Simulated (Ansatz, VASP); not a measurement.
**MgO: VASP beside Ansatz**

The input INCAR:

```
SYSTEM = MgO
PREC = Accurate
ENCUT = 600
EDIFF = 1E-6
ISMEAR = 0
SIGMA = 0.02
LREAL = .False.
LASPH = .True.
NELM = 60
ALGO = Normal
ISIF = 3
LWAVE = .False.
LCHARG = .False.
GGA = PE
IBRION = 2
NSW = 100
EDIFFG = -0.005
```

File KPOINTS:

```
regular mesh
0
Gamma
  10 10 10
  0 0 0
```

File POSCAR:

```
MgO
1.0
    0.0000000000      2.1351500000      2.1351500000
    2.1351500000      0.0000000000      2.1351500000
    2.1351500000      2.1351500000      0.0000000000
Mg O
1 1
Direct
    0.0000000000      0.0000000000      0.0000000000
    0.5000000000      0.5000000000      0.5000000000
```

Input for Ansatz:

```yaml
crystal:
  lattice:
    - [0.0, 2.13515, 2.13515]
    - [2.13515, 0.0, 2.13515]
    - [2.13515, 2.13515, 0.0]
  atoms:
    - { symbol: Mg, position: [0.0, 0.0, 0.0] }
    - { symbol: O, position: [0.5, 0.5, 0.5] }
basis:
  ecutwfc: 420
kpoints:
  mp_grid: { grid: [10, 10, 10] }
hamiltonian:
  xc: pbe
  pseudopotentials: { kind: paw, azcp: { folder: soft_1 } }
scf:
  occupations: { method: gaussian, width: 0.02 }
output:
  forces: true
  stress: true
  eigenvalues: true
relax:
  adjacent_minimum: "off"
  f_tol: 0.005
  max_steps: 80
  cell: { stress_tol: 0.05 }
```

Alike in both runs: task relaxation of cell and atoms; functional PBE; k mesh 10 × 10 × 10; occupations gaussian, width 0.02 eV; no spin polarisation.

|  | VASP | Ansatz |
| --- | --- | --- |
| version | VASP 6.6.1 | Ansatz 0.2.0 |
| potentials or method | VASP PAW PBE potentials, release 64 (Mg, O) | scalar-relativistic, plane waves, PAW |
| plane-wave cutoff (eV) | 600 | 420 |
| valence electrons in the cell | 8 | 16 |

VASP gave:

| Quantity | Value |
| --- | --- |
| gap on the k mesh at the Fermi level, each at its own relaxed structure (eV) | 4.51 |
| relaxed volume (Å³/atom) | 9.56 |
| relaxed cell length with the largest relative difference (Å) | 3.001 |
| energy change over the relaxation (meV/atom) | -1 |

Problem. What did Ansatz give for the same quantities?

Solution. gap on the k mesh at the Fermi level, each at its own relaxed structure (eV): 4.46; relaxed volume (Å³/atom): 9.63; relaxed cell length with the largest relative difference (Å): 3.009; energy change over the relaxation (meV/atom): -1.

The two sets of potentials don't hold the same shells in valence.

PBE gaps usually lie below the measured ones, often by a third to a half.
